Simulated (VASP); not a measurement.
# Al31Cu (a cell with a defect): relaxation of the atoms with LDA

The system is Al31Cu (a cell with a defect).

```
CELL_PARAMETERS angstrom
8.08000 0.00000 0.00000
0.00000 8.08000 0.00000
0.00000 0.00000 8.08000
ATOMIC_POSITIONS crystal
Cu 0.00000 0.00000 0.00000
Al 0.00000 0.00000 0.50000
Al 0.00000 0.50000 0.00000
Al 0.00000 0.50000 0.50000
Al 0.50000 0.00000 0.00000
Al 0.50000 0.00000 0.50000
Al 0.50000 0.50000 0.00000
Al 0.50000 0.50000 0.50000
Al 0.00000 0.25000 0.25000
Al 0.00000 0.25000 0.75000
Al 0.00000 0.75000 0.25000
Al 0.00000 0.75000 0.75000
Al 0.50000 0.25000 0.25000
Al 0.50000 0.25000 0.75000
Al 0.50000 0.75000 0.25000
Al 0.50000 0.75000 0.75000
Al 0.25000 0.00000 0.25000
Al 0.25000 0.00000 0.75000
Al 0.25000 0.50000 0.25000
Al 0.25000 0.50000 0.75000
Al 0.75000 0.00000 0.25000
Al 0.75000 0.00000 0.75000
Al 0.75000 0.50000 0.25000
Al 0.75000 0.50000 0.75000
Al 0.25000 0.25000 0.00000
Al 0.25000 0.25000 0.50000
Al 0.25000 0.75000 0.00000
Al 0.25000 0.75000 0.50000
Al 0.75000 0.25000 0.00000
Al 0.75000 0.25000 0.50000
Al 0.75000 0.75000 0.00000
Al 0.75000 0.75000 0.50000
```

The cell was built by a generator and needn't be a form met in nature.

- Program: VASP 6.6.1
- Task: relaxation of the atoms
- Functional: LDA
- Potentials or basis: VASP PAW LDA potentials, release 64 (Cu, Al)
- Cutoff: 400 eV
- k mesh: 6 × 6 × 6
- Occupations: fermi-dirac, width 0.05 eV
- Spin: no spin polarisation
- Further INCAR settings: ALGO = Fast; EDIFF = 1e-06; IBRION = 2; EDIFFG = -0.02; NSW = 40

```yaml
Energy_gained_by_relaxing: 2.1 meV/atom
Ionic_steps: 6
Pressure_after_relaxing: -4.1 GPa
Band_gap_on_the_k_mesh: none (metal or under the smearing width)
```

Step by step:
```csv
step,energy change (eV),largest force (eV/Å),pressure (GPa)
1,0.0000,0.2401,-4.13
2,-0.0292,0.1782,-4.13
3,-0.0640,0.0401,-4.11
4,-0.0642,0.0420,-4.13
5,-0.0655,0.0250,-4.11
6,-0.0662,0.0010,-4.12
```

Final structure:
```cif
data_structure
_symmetry_space_group_name_H-M 'P 1'
_symmetry_Int_Tables_number 1
_cell_length_a 8.0800
_cell_length_b 8.0800
_cell_length_c 8.0800
_cell_angle_alpha 90.000
_cell_angle_beta 90.000
_cell_angle_gamma 90.000
_cell_volume 527.51
loop_
_atom_site_label
_atom_site_type_symbol
_atom_site_fract_x
_atom_site_fract_y
_atom_site_fract_z
_atom_site_occupancy
Cu1 Cu 0.00000 0.00000 0.00000 1
Al1 Al 0.00000 0.00000 0.50000 1
Al2 Al 0.00000 0.50000 0.00000 1
Al3 Al 0.00000 0.50000 0.50000 1
Al4 Al 0.50000 0.00000 0.00000 1
Al5 Al 0.50000 0.00000 0.50000 1
Al6 Al 0.50000 0.50000 0.00000 1
Al7 Al 0.50000 0.50000 0.50000 1
Al8 Al 0.00000 0.24606 0.24606 1
Al9 Al 0.00000 0.24606 0.75394 1
Al10 Al 0.00000 0.75394 0.24606 1
Al11 Al 0.00000 0.75394 0.75394 1
Al12 Al 0.50000 0.24916 0.24916 1
Al13 Al 0.50000 0.24916 0.75084 1
Al14 Al 0.50000 0.75084 0.24916 1
Al15 Al 0.50000 0.75084 0.75084 1
Al16 Al 0.24606 0.00000 0.24606 1
Al17 Al 0.24606 0.00000 0.75394 1
Al18 Al 0.24916 0.50000 0.24916 1
Al19 Al 0.24916 0.50000 0.75084 1
Al20 Al 0.75394 0.00000 0.24606 1
Al21 Al 0.75394 0.00000 0.75394 1
Al22 Al 0.75084 0.50000 0.24916 1
Al23 Al 0.75084 0.50000 0.75084 1
Al24 Al 0.24606 0.24606 0.00000 1
Al25 Al 0.24916 0.24916 0.50000 1
Al26 Al 0.24606 0.75394 0.00000 1
Al27 Al 0.24916 0.75084 0.50000 1
Al28 Al 0.75394 0.24606 0.00000 1
Al29 Al 0.75084 0.24916 0.50000 1
Al30 Al 0.75394 0.75394 0.00000 1
Al31 Al 0.75084 0.75084 0.50000 1
```

Levels at points of the mesh, in eV from the Fermi level:
```tsv
k point	band 49	band 50	band 51	band 52	band 53	band 54	band 55	band 56
(0.00, 0.00, 0.00)	-0.60	-0.60	0.30	0.30	0.30	0.31	0.51	0.51
(0.50, 0.00, 0.00)	-0.72	-0.32	-0.30	-0.23	-0.20	-0.20	-0.10	-0.10
(0.50, 0.50, 0.00)	-1.15	-0.42	-0.42	-0.34	0.02	0.77	0.91	0.97
(0.50, 0.50, 0.50)	-0.69	-0.68	-0.68	-0.68	-0.63	-0.63	-0.46	-0.46
```

Run time: 26 min on 1 thread of Intel(R) Xeon(R) 6975P-C (Granite Rapids), with other jobs on the host, peak memory 0.54 GiB.
